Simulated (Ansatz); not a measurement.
Born–Oppenheimer molecular dynamics of C₂H₄O₂ (8 atoms, charge 0, multiplicity 1). It starts from a rough guess of a transition structure, not a stationary point.

These are results of Ansatz, UKS CAM-B3LYP-D4/STO-3G, not measurements.

```
ensemble                      : NVE (velocity Verlet)
time step                     : 0.5 fs
steps asked                   : 150
starting velocities drawn for : 100 K
seed                          : 865
```

First frame:

```xyz
8
Properties=species:S:1:pos:R:3
H -0.480 -0.682 -1.830
O 0.315 0.287 -1.556
C -0.109 -0.179 -0.457
C 0.237 0.324 0.890
O -0.897 -1.139 -0.706
H 1.272 0.655 0.910
H -0.397 1.183 1.115
H 0.059 -0.448 1.633
```

(1) What does the run give?

(2) What happens to the structure?

(3) How do temperature and energy run in time?

Results:

(1) All steps were run.

| Quantity | Value |
| --- | --- |
| steps done | 150 |
| time covered | 75 fs |
| mean temperature over the second half | 1026 K |
| spread of the potential energy over the second half | 21.0 meV per atom |
| mean potential energy of the second half above the start | -89.9 meV per atom |

The conserved energy stayed within 0.51 meV per atom of its start (net change -0.14 meV per atom), so the integration is sound. The system heated up, since it started high on the potential surface and ran downhill. A run of 0.075 ps of so small a system gives no equilibrium averages. The orbitals stay closed-shell, which can raise the energy where a bond breaks towards radicals; this wasn't checked here. Limits of this set-up: minimal basis.

(2) The step under study would form H1–O5 and break H1–O2. These pairs go: H1–O5 1.28 → 0.97 Å, H1–O2 1.28 → 1.87 Å. In the last frame they stand as after the step (other bonds may differ from the relaxed reactants and products). It ends as one piece, C2H4O2. Pairs count as bonded within 1.25 times the sum of covalent radii (0.12 Å more for H–H). This is one draw of velocities; another would differ in detail.

(3) 
```json
{"time (fs)": "0.0", "T (K)": "100", "potential energy less start (eV)": "0.000", "conserved less start (meV/atom)": "0.00"}
{"time (fs)": "6.0", "T (K)": "425", "potential energy less start (eV)": "-0.253", "conserved less start (meV/atom)": "-0.04"}
{"time (fs)": "12.0", "T (K)": "891", "potential energy less start (eV)": "-0.614", "conserved less start (meV/atom)": "-0.03"}
{"time (fs)": "18.0", "T (K)": "890", "potential energy less start (eV)": "-0.612", "conserved less start (meV/atom)": "0.03"}
{"time (fs)": "24.0", "T (K)": "1140", "potential energy less start (eV)": "-0.810", "conserved less start (meV/atom)": "-0.45"}
{"time (fs)": "30.0", "T (K)": "1259", "potential energy less start (eV)": "-0.900", "conserved less start (meV/atom)": "-0.20"}
{"time (fs)": "36.0", "T (K)": "1273", "potential energy less start (eV)": "-0.910", "conserved less start (meV/atom)": "-0.02"}
{"time (fs)": "42.0", "T (K)": "780", "potential energy less start (eV)": "-0.530", "conserved less start (meV/atom)": "-0.28"}
{"time (fs)": "48.0", "T (K)": "842", "potential energy less start (eV)": "-0.576", "conserved less start (meV/atom)": "-0.12"}
{"time (fs)": "54.0", "T (K)": "1114", "potential energy less start (eV)": "-0.786", "conserved less start (meV/atom)": "0.09"}
{"time (fs)": "60.0", "T (K)": "1218", "potential energy less start (eV)": "-0.870", "conserved less start (meV/atom)": "-0.36"}
{"time (fs)": "66.0", "T (K)": "915", "potential energy less start (eV)": "-0.633", "conserved less start (meV/atom)": "-0.09"}
{"time (fs)": "72.0", "T (K)": "1163", "potential energy less start (eV)": "-0.825", "conserved less start (meV/atom)": "-0.05"}
```

Time of the run: 4.6 min on 1 thread of Arm Neoverse V1 (shared host), peak memory 0.1 GiB.
